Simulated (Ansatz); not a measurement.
A run of Ansatz 0.2.0 is set up as follows.

Contents of input.yaml:

```yaml
crystal:
  lattice:
    - [0.0, 2.135235, 2.135235]
    - [2.135235, 0.0, 2.135235]
    - [2.135235, 2.135235, 0.0]
  atoms:
    - { symbol: Ga, position: [0.0, 0.0, 0.0] }
    - { symbol: "N", position: [0.5, 0.5, 0.5] }
hamiltonian:
  xc: pbe
  pseudopotentials: { kind: paw }
kpoints:
  mp_grid: { grid: [11, 11, 11] }
scf:
  occupations: { method: gaussian, width: 0.016 }
output:
  forces: true
  stress: true
  eigenvalues: true
```

Potentials or basis: Ansatz PAW.

The run is started by

```console
$ ansatz run input.yaml --threads 2 --pin off --max-ram 5632MiB --backend cpu --events-out ev --progress --plain --runs-dir out
```

(1) Estimate the pressure.

(2) Predict the band gap on the k mesh.

Results:

(1) -0.3 GPa.

(2) 0.55 eV, indirect (least direct gap 2.36 eV).

Caveat: odd divisions of the mesh miss points on the zone boundary, where band edges often lie, so the gap on the mesh can be too wide; the pressure holds a Pulay correction of +0.6 GPa for the finite cutoff.
